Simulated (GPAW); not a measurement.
## black phosphorene monolayer: simulated STM images

What would a tunnelling microscope show on black phosphorene monolayer?

Main program and level: GPAW 26.7.0; GPAW, PAW setups; layer in a repeated cell with vacuum, relaxation of atoms and in-plane cell, in the first sound run; inputs show where later runs differ.

**1. The structure**

The cell holds 4 atoms: 4 P. Cell: a = 4.620 Å, b = 3.300 Å, c = 18.240 Å, α = 90.0°, β = 90.0°, γ = 90.0°. Vacuum lies along c.

**2. Relaxation**

The atoms are relaxed first, since the surface dipole, and with it the work function, follows the positions of the outer layers.

Input file run.py:

```python
import json
import numpy as np
from ase import Atoms
from ase.filters import FrechetCellFilter
from ase.optimize import BFGS
from gpaw import GPAW, PW

slab = Atoms(
    ['P', 'P', 'P', 'P'],
    positions=[
        [0.41580, 0.00000, 8.00000],
        [1.89420, 1.65000, 8.10000],
        [4.20420, 0.00000, 10.24000],
        [2.72580, 1.65000, 10.14000]],
    cell=[[4.62, 0.0, 0.0], [0.0, 3.3, 0.0], [0.0, 0.0, 18.24]],
    pbc=[True, True, True])

slab.calc = GPAW(mode=PW(600), xc='PBE', kpts={'size': (6, 8, 1), 'gamma': True},
                 occupations={'name': 'fermi-dirac', 'width': 0.05}, nbands='160%',
                 convergence={'density': 1e-05}, maxiter=200,
                 symmetry={'tolerance': 1e-3}, txt='slab.txt')
result = {}
# The in-plane cell is free; stress needs a cell that repeats along all three vectors
path = []
opt = BFGS(FrechetCellFilter(slab, mask=[1, 1, 0, 0, 0, 1]), maxstep=0.2)
opt.attach(lambda: path.append((slab.get_potential_energy(), slab.positions.tolist(), slab.get_forces().tolist())))
result['relaxed'] = bool(opt.run(fmax=0.02, steps=45))
result['path'] = path
result['cell'] = slab.cell.tolist()
print('in-plane lattice', slab.cell.cellpar().round(4)[[0, 1, 5]])
energy = slab.get_potential_energy()
fermi = slab.calc.get_fermi_level()
v = slab.calc.get_electrostatic_potential().mean((0, 1)) - fermi
n = slab.calc.get_pseudo_density().mean((0, 1))
L = slab.cell[2, 2]
z = np.arange(len(v)) * L / len(v)
low, high = slab.positions[:, 2].min(), slab.positions[:, 2].max()
below, above = np.interp([low - 5.8, high + 5.8], z, v)
slopes = [np.interp(x, z, np.gradient(v, z)) for x in (low - 5.8, high + 5.8)]
eps = np.array([[slab.calc.get_eigenvalues(k, s) for k in range(len(slab.calc.get_ibz_k_points()))]
                for s in range(slab.calc.get_number_of_spins())]) - fermi
top, bottom = eps[eps < 0].max(), eps[eps > 0].min()
dipole = slab.get_dipole_moment()[2]
print(f'energy {energy:.4f} eV, Fermi level {fermi:.4f} eV, dipole {dipole:.5f} e A')
print(f'potential 5.8 A off the faces, from the Fermi level: lower {below:.4f} eV, upper {above:.4f} eV')
print(f'slope of the potential there: lower {slopes[0]:.5f}, upper {slopes[1]:.5f} eV/A')
print(f'nearest levels on the mesh: {top:.4f} and {bottom:.4f} eV')
print('magnetic moment', round(slab.get_magnetic_moment(), 3))
result.update(energy=energy, fermi=fermi, dipole=dipole, below=below, above=above, slopes=slopes, edges=[top, bottom],
              z=z.tolist(), v=v.tolist(), n=n.tolist(), positions=slab.positions.tolist(),
              forces=slab.get_forces(apply_constraint=False).tolist(), moments=slab.get_magnetic_moments().tolist())
json.dump(result, open('result.json', 'w'))
```

On the command line:

```
> OMP_NUM_THREADS=1 OPENBLAS_NUM_THREADS=1 python run.py
```

Output:

```text
Step          Energy          fmax
BFGS:    0      -21.194024        1.013409
BFGS:    1      -21.238823        0.819028
BFGS:    2      -21.295049        0.174189
BFGS:    3      -21.296042        0.087549
BFGS:    4      -21.296511        0.066638
BFGS:    5      -21.296997        0.023831
BFGS:    6      -21.297031        0.021387
BFGS:    7      -21.297050        0.017704
in-plane lattice [ 4.6228  3.3061 90.    ]
energy -21.2970 eV, Fermi level -1.5499 eV, dipole 0.00003 e A
potential 5.8 A off the faces, from the Fermi level: lower 4.5865 eV, upper 4.5865 eV
slope of the potential there: lower 0.00006, upper -0.00006 eV/A
nearest levels on the mesh: -0.4625 and 0.4394 eV
magnetic moment 0.0
```

It took 3.9 min on 1 thread of Arm Neoverse V2, shared host; peak memory 0.38 GiB.

Numbers from this step:

```
dipole along the normal                    : 2.57e-5 e·Å
levels nearest the Fermi level on the mesh : -0.4625, 0.4394 eV from the Fermi level
```

Table of electrostatic potential energy of an electron (without an applied field's), less the Fermi level, planar mean by z:

```tsv
z (Å)	electrostatic potential energy of an electron (without an applied field's), less the Fermi level, planar mean (eV)
0	4.59
1	4.59
2	4.59
3	4.59
4	4.59
5	4.58
6	4.47
7	2.14
8	-19.2
9	-1.03
10	-17.4
11	-0.321
12	4.34
13	4.57
14	4.59
15	4.59
16	4.59
17	4.59
18	4.59
```

The pseudo valence density, planar mean oscillates, so the rows of the table below give means over windows of 0.52 Å about each position, cut where the curve ends. Its maxima inside the range that stand out by 2 % of the span (Å: e/Å³): 7.82: 0.348, 8.34: 0.344, 9.90: 0.344, 10.42: 0.348. Its minima: 7.99: 0.319, 9.21: 0.247, 10.25: 0.319.

Table of pseudo valence density, planar mean by z; means over each step:

```tsv
z (Å)	pseudo valence density, planar mean (e/Å³)
3.90	1.3e-5
4.42	6.1e-5
4.94	2.8e-4
5.46	0.00135
5.98	0.00648
6.50	0.0309
7.02	0.127
7.54	0.305
8.06	0.329
8.58	0.320
9.10	0.256
9.62	0.315
10.14	0.329
10.66	0.313
11.18	0.140
11.70	0.0349
12.22	0.00739
12.74	0.00154
13.26	3.3e-4
13.78	6.9e-5
14.30	1.5e-5
```

The relaxation lowered the energy of the cell by 0.103 eV (energies extrapolated to zero smearing; the optimiser's log prints free energies). The largest force left on a free atom is 0.0087 eV/Å.

**3. Plane waves, PBE**

The work function is the vacuum plateau of the electrostatic potential less the Fermi level; a dipole layer lets the two faces have plateaus of their own.

This step: GPAW, PAW setups; slab in vacuum (GPAW 26.7.0).

The cell differs from the one that the last finished run ended in (c 18.240 → 18.111 Å).

Input file run.py:

```python
import json
import numpy as np
from ase import Atoms
from ase.dft.stm import STM
from gpaw import GPAW, PW

slab = Atoms(
    ['P', 'P', 'P', 'P'],
    positions=[
        [0.40951, -0.00000, 8.00020],
        [1.90352, 1.65303, 8.00000],
        [4.21326, -0.00000, 10.11053],
        [2.71925, 1.65303, 10.11073]],
    cell=[[4.62277, 0.0, 0.0], [-0.0, 3.30606, 0.0], [0.0, 0.0, 18.1107]],
    pbc=[True, True, False])

slab.calc = GPAW(mode=PW(400), xc='PBE', kpts={'size': (6, 8, 1), 'gamma': True},
                 occupations={'name': 'fermi-dirac', 'width': 0.05}, nbands='160%',
                 convergence={'density': 1e-05}, maxiter=200,
                 poissonsolver={'dipolelayer': 'xy'},
                 symmetry={'tolerance': 1e-3}, txt='slab.txt')
result = {}
energy = slab.get_potential_energy()
fermi = slab.calc.get_fermi_level()
v = slab.calc.get_electrostatic_potential().mean((0, 1)) - fermi
n = slab.calc.get_pseudo_density().mean((0, 1))
L = slab.cell[2, 2]
z = np.arange(len(v)) * L / len(v)
low, high = slab.positions[:, 2].min(), slab.positions[:, 2].max()
below, above = np.interp([low - 5.8, high + 5.8], z, v)
slopes = [np.interp(x, z, np.gradient(v, z)) for x in (low - 5.8, high + 5.8)]
eps = np.array([[slab.calc.get_eigenvalues(k, s) for k in range(len(slab.calc.get_ibz_k_points()))]
                for s in range(slab.calc.get_number_of_spins())]) - fermi
top, bottom = eps[eps < 0].max(), eps[eps > 0].min()
dipole = slab.get_dipole_moment()[2]
print(f'energy {energy:.4f} eV, Fermi level {fermi:.4f} eV, dipole {dipole:.5f} e A')
print(f'potential 5.8 A off the faces, from the Fermi level: lower {below:.4f} eV, upper {above:.4f} eV')
print(f'slope of the potential there: lower {slopes[0]:.5f}, upper {slopes[1]:.5f} eV/A')
print(f'nearest levels on the mesh: {top:.4f} and {bottom:.4f} eV')
print('magnetic moment', round(slab.get_magnetic_moment(), 3))
result.update(energy=energy, fermi=fermi, dipole=dipole, below=below, above=above, slopes=slopes, edges=[top, bottom],
              z=z.tolist(), v=v.tolist(), n=n.tolist(), positions=slab.positions.tolist(),
              forces=slab.get_forces(apply_constraint=False).tolist(), moments=slab.get_magnetic_moments().tolist())

# Images need the states of the whole zone, up to time reversal
slab.calc = slab.calc.fixed_density(symmetry={'point_group': False}, txt='states.txt', nbands='250%',
                                    convergence={'bands': 'CBM+1.3'})
stm = STM(slab)
result['stm'] = []
for bias in [-1.0, 1.0]:
    height = high + 3.5
    current = stm.get_averaged_current(bias, height)
    x, y, h = stm.scan(bias, current)
    i, f = divmod(height / L * stm.ldos.shape[2], 1)
    I = abs((1 - f) * stm.ldos[:, :, int(i)] + f * stm.ldos[:, :, int(i) + 1])
    print(f'bias {bias} V: mean current at 3.5 A {current:.4e}, corrugation {np.ptp(h):.4f} A')
    result['stm'].append(dict(bias=bias, current=current, h=(h - high).tolist(), I=I.tolist()))
json.dump(result, open('result.json', 'w'))
```

Output:

```text
energy -21.2914 eV, Fermi level -1.5280 eV, dipole 0.00035 e A
potential 5.8 A off the faces, from the Fermi level: lower 4.5882 eV, upper 4.5844 eV
slope of the potential there: lower 0.00006, upper -0.00006 eV/A
nearest levels on the mesh: -0.4626 and 0.4395 eV
magnetic moment 0.0
bias -1.0 V: mean current at 3.5 A 1.3240e-06, corrugation 0.9176 A
bias 1.0 V: mean current at 3.5 A 1.8008e-05, corrugation 0.3221 A
```

Elapsed: 49 s, on 1 thread; peak memory 0.31 GiB.

This step gave:

| Quantity | Value |
| --- | --- |
| dipole along the normal | 3.51e-4 e·Å |
| levels nearest the Fermi level on the mesh | -0.4626, 0.4395 eV from the Fermi level |
| upper work function | 4.584 eV |
| lower work function | 4.588 eV |
| corrugation -1 | 0.9176 Å |
| corrugation 1 | 0.3221 Å |
| upper ionisation energy | 5.047 eV |

The electrostatic potential energy of an electron (without an applied field's), less the Fermi level, planar mean by z:

```tsv
z (Å)	electrostatic potential energy of an electron (without an applied field's), less the Fermi level, planar mean (eV)
0.0	4.59
0.5	4.59
1.0	4.59
1.5	4.59
2.0	4.59
2.5	4.59
3.0	4.59
3.5	4.59
4.0	4.59
4.5	4.59
5.0	4.58
5.5	4.56
6.0	4.44
6.5	3.92
7.0	1.64
7.5	-7.10
8.0	-19.5
8.5	-7.95
9.0	-0.805
9.5	-5.28
10.0	-18.6
10.5	-10.5
11.0	0.525
11.5	3.65
12.0	4.38
12.5	4.54
13.0	4.57
13.5	4.58
14.0	4.58
14.5	4.58
15.0	4.58
15.5	4.58
16.0	4.58
16.5	4.58
17.0	4.58
17.5	4.58
18.0	4.59
```

Table of pseudo valence density, planar mean by z:

z (Å), pseudo valence density, planar mean (e/Å³) and a bar from the least value:
```
     0.00      0.000 
     0.43      0.000 
     0.86      0.000 
     1.51      0.000 
     1.94      0.000 
     2.37      0.000 
     2.80      0.000 
     3.45      0.000 
     3.88      0.000 
     4.31      0.000 
     4.74      0.000 
     5.39      0.001 
     5.82      0.004 
     6.25      0.016 #
     6.68      0.056 #####
     7.33      0.266 #######################
     7.76      0.346 ##############################
     8.19      0.334 #############################
     8.62      0.307 ###########################
     9.27      0.262 #######################
     9.70      0.344 ##############################
    10.13      0.315 ###########################
    10.56      0.341 ##############################
    11.21      0.103 #########
    11.64      0.030 ###
    12.07      0.008 #
    12.51      0.002 
    13.15      0.000 
    13.58      0.000 
    14.01      0.000 
    14.45      0.000 
    15.09      0.000 
    15.52      0.000 
    15.95      0.000 
    16.39      0.000 
    17.03      0.000 
    17.46      0.000 
    17.90      0.000
```

Tip height over the top atom over a1 and a2. Sample bias -1 V, constant current at the mean current 3.5 Å over the top atom.

Ten even steps from '_' (2.78 Å) to '@' (3.70 Å):
```
@@@@%%##**==..__::==++**############%%%%@@@@@@@@
@@@@%%##**==..__::==**####%%%%######%%%%@@@@@@@@
@@%%%%##++--....--++####%%%%%%%%%%##%%%%%%@@@@@@
%%%%##**==::..::==**##%%%%@@@@%%%%%%%%%%%%%%@@@@
%%####++--....--++##%%%%@@@@@@@@%%%%%%##%%%%%%%%
####**==::__..--++##%%@@@@@@@@@@@@%%%%####%%%%%%
####**==::__..==**##%%@@@@@@@@@@@@%%%%##########
##**++==..__..==**##%%@@@@@@@@@@@@%%%%##########
####**==::__..==**##%%@@@@@@@@@@@@%%%%##########
####**==::__..--++##%%@@@@@@@@@@@@%%%%####%%%%%%
%%####++--....--++##%%%%@@@@@@@@%%%%%%##%%%%%%%%
%%%%##**==::..::==**##%%%%@@@@%%%%%%%%%%%%%%@@@@
@@%%%%##++--....--++####%%%%%%%%%%##%%%%%%@@@@@@
@@@@%%##**==..__::==**####%%%%######%%%%@@@@@@@@
@@@@%%##**==..__::==++**############%%%%@@@@@@@@
@@@@%%##**==..__..==++**############%%%%@@@@@@@@
```
Columns: a1 from 0 to 0.958; rows upwards: a2 from 0 to 0.938.

Local density of states summed over the bias window over a1 and a2. Sample bias -1 V, constant height 3.5 Å over the top atom.

Ten even steps from '0' (0.27 × 1e-6 arbitrary) to '9' (2.56 × 1e-6 arbitrary):
```
986421000123444444567899
875320000123445444456889
765310000234555544456778
654210001245666655455666
543210001356777765445555
432100002357888765444455
432100012467999875544444
432100012468999876544444
432100012467999875544444
432100002357888765444455
543210001356777765445555
654210001245666655455666
765310000234555544456778
875320000123445444456889
986421000123444444567899
986421000123344444567899
```
Columns: a1 from 0 to 0.958; rows upwards: a2 from 0 to 0.938.

Tip height over the top atom over a1 and a2. Sample bias 1 V, constant current at the mean current 3.5 Å over the top atom.

Values in Å, 12 rows by 16 columns, each cell a mean:
```
3.46 3.41 3.35 3.32 3.32 3.34 3.40 3.44 3.51 3.56 3.61 3.63 3.64 3.62 3.59 3.54
3.47 3.42 3.36 3.33 3.32 3.34 3.39 3.44 3.51 3.56 3.61 3.63 3.64 3.62 3.59 3.54
3.47 3.42 3.36 3.33 3.32 3.34 3.39 3.44 3.50 3.56 3.61 3.63 3.64 3.63 3.59 3.55
3.48 3.43 3.37 3.33 3.32 3.33 3.38 3.43 3.50 3.56 3.61 3.63 3.64 3.63 3.59 3.55
3.48 3.43 3.37 3.34 3.32 3.33 3.38 3.43 3.49 3.55 3.61 3.63 3.64 3.63 3.59 3.55
3.48 3.43 3.37 3.34 3.32 3.33 3.37 3.42 3.49 3.55 3.60 3.63 3.64 3.63 3.60 3.55
3.48 3.43 3.37 3.34 3.32 3.33 3.38 3.43 3.49 3.55 3.61 3.63 3.64 3.63 3.59 3.55
3.48 3.43 3.37 3.33 3.32 3.33 3.38 3.43 3.50 3.56 3.61 3.63 3.64 3.63 3.59 3.55
3.48 3.42 3.36 3.33 3.32 3.34 3.38 3.43 3.50 3.56 3.61 3.63 3.64 3.63 3.59 3.55
3.47 3.42 3.36 3.33 3.32 3.34 3.39 3.44 3.51 3.56 3.61 3.63 3.64 3.63 3.59 3.54
3.47 3.41 3.35 3.32 3.32 3.34 3.40 3.44 3.51 3.56 3.61 3.63 3.64 3.62 3.59 3.54
3.46 3.41 3.35 3.32 3.32 3.34 3.40 3.44 3.51 3.57 3.61 3.63 3.64 3.62 3.59 3.54
```
Columns: a1 from 0 to 0.958; rows upwards: a2 from 0 to 0.938.

Local density of states summed over the bias window over a1 and a2. Sample bias 1 V, constant height 3.5 Å over the top atom.

Ten even steps from '_' (1.27 × 1e-5 arbitrary) to '@' (2.40 × 1e-5 arbitrary):
```
==::..____________..::--==++##%%@@@@@@@@@@%%**++
==::....__________..::--==++##%%@@@@@@@@@@%%**++
==::....__________..::--==++##%%@@@@@@@@@@%%**++
==--::..__________..::--==++##%%@@@@@@@@@@%%##++
==--::..__________....::==++**%%@@@@@@@@@@%%##++
==--::..__________....::==++**%%@@@@@@@@@@%%##++
==--::..____________..::==++**%%@@@@@@@@@@%%##++
==--::..____________..::==++**%%@@@@@@@@@@%%##++
==--::..____________..::==++**%%@@@@@@@@@@%%##++
==--::..__________....::==++**%%@@@@@@@@@@%%##++
==--::..__________....::==++**%%@@@@@@@@@@%%##++
==--::..__________..::--==++##%%@@@@@@@@@@%%##++
==::....__________..::--==++##%%@@@@@@@@@@%%**++
==::....__________..::--==++##%%@@@@@@@@@@%%**++
==::..____________..::--==++##%%@@@@@@@@@@%%**++
==::..____________..::--==++##%%@@@@@@@@@@%%**++
```
Columns: a1 from 0 to 0.958; rows upwards: a2 from 0 to 0.938.

The layer is gapped, so the Fermi level lies somewhere inside the gap, set by smearing and numerics, and these work functions are no property of the material; the band edges below the vacuum level are. The potential is flat to 5.6e-5 eV/Å where it is read, so the vacuum is wide enough.

**4. A changed run**

One more run, with changed settings.

Changes to run.py since step 3:

```diff
@@ -3,3 +3,2 @@
 from ase import Atoms
-from ase.dft.stm import STM
 from gpaw import GPAW, PW
@@ -16,5 +15,5 @@
 
-slab.calc = GPAW(mode=PW(400), xc='PBE', kpts={'size': (6, 8, 1), 'gamma': True},
+slab.calc = GPAW(mode=PW(400), xc='PBE', kpts={'size': (1, 1, 1), 'gamma': True},
                  occupations={'name': 'fermi-dirac', 'width': 0.05}, nbands='160%',
-                 convergence={'density': 1e-05}, maxiter=200,
+                 convergence={'density': 1e-05}, maxiter=100,
                  poissonsolver={'dipolelayer': 'xy'},
@@ -43,16 +42,2 @@
               forces=slab.get_forces(apply_constraint=False).tolist(), moments=slab.get_magnetic_moments().tolist())
-
-# Images need the states of the whole zone, up to time reversal
-slab.calc = slab.calc.fixed_density(symmetry={'point_group': False}, txt='states.txt', nbands='250%',
-                                    convergence={'bands': 'CBM+1.3'})
-stm = STM(slab)
-result['stm'] = []
-for bias in [-1.0, 1.0]:
-    height = high + 3.5
-    current = stm.get_averaged_current(bias, height)
-    x, y, h = stm.scan(bias, current)
-    i, f = divmod(height / L * stm.ldos.shape[2], 1)
-    I = abs((1 - f) * stm.ldos[:, :, int(i)] + f * stm.ldos[:, :, int(i) + 1])
-    print(f'bias {bias} V: mean current at 3.5 A {current:.4e}, corrugation {np.ptp(h):.4f} A')
-    result['stm'].append(dict(bias=bias, current=current, h=(h - high).tolist(), I=I.tolist()))
 json.dump(result, open('result.json', 'w'))
```

Output:

```text
energy -15.0252 eV, Fermi level -1.7661 eV, dipole 0.00035 e A
potential 5.8 A off the faces, from the Fermi level: lower 4.9262 eV, upper 4.9224 eV
slope of the potential there: lower 0.00005, upper -0.00005 eV/A
nearest levels on the mesh: -0.4228 and 0.4228 eV
magnetic moment 0.0
```

Wall time 3.1 s (1 thread); peak memory 0.16 GiB.

The run finished. A setting was moved off its sound value on purpose, so it serves as a test and not as the result.

The fault put into the input: one k-point (kpts = [1, 1]).

Side by side:

```tsv
quantity	this run	sound run	difference
upper work function (eV)	4.9224	4.5844	0.338
lower work function (eV)	4.9262	4.5882	0.338
upper ionisation energy (eV)	5.3452	5.0470	0.298
```

The two runs differ clearly in the upper work function: 4.92 eV against 4.58 eV.

**5. Summary of results**

```json
{"work function, both faces (Fermi level placed in the gap by the smearing)": "4.58 eV", "ionisation energy from the upper face (highest filled level on the mesh)": "5.05 eV", "electron affinity from the upper face (lowest empty Kohn-Sham level on the mesh)": "4.14 eV", "dipole along the normal": "3.5e-4 e Å", "corrugation at -1 V": "0.918 Å", "corrugation at 1 V": "0.322 Å"}
```

**Reading.** The corrugation at constant current is largest at -1 V, where the tip height varies by 0.92 Å over the cell. Negative sample bias images filled states, positive bias empty ones. The levels nearest the Fermi level on the mesh lie 0.902 eV apart, so the slab is gapped there: the smearing puts the Fermi level inside the gap, and from either face the ionisation energy is the work function plus 0.46 eV. Both are Kohn-Sham levels on the mesh, and semilocal gaps are too small, so the affinity tends to come out too large and the ionisation energy too small. The images are of Tersoff-Hamann type: an s-wave tip, no tip-sample forces, heights closer than in a microscope. Biases count from a Fermi level whose place in the gap is arbitrary, so only their reach past the band edges has a meaning. The small printed dipole stands for a step of -4.2 meV from the lower to the upper face, and the probes find -3.8 meV; values this small are near the numerical noise of both. The layer's cell and atoms come from the relaxation; spin-orbit coupling and temperature are left out.

[Logs are printed without paths, hosts, clocks, repeated set-up lines and the standing remarks that a program may print on its own settings, such as how far it seeks lower states.]

[Hosts, paths, dates, database ids (printed as entryN), source tags and the programs' standing remarks are cut or masked in the printed files.]
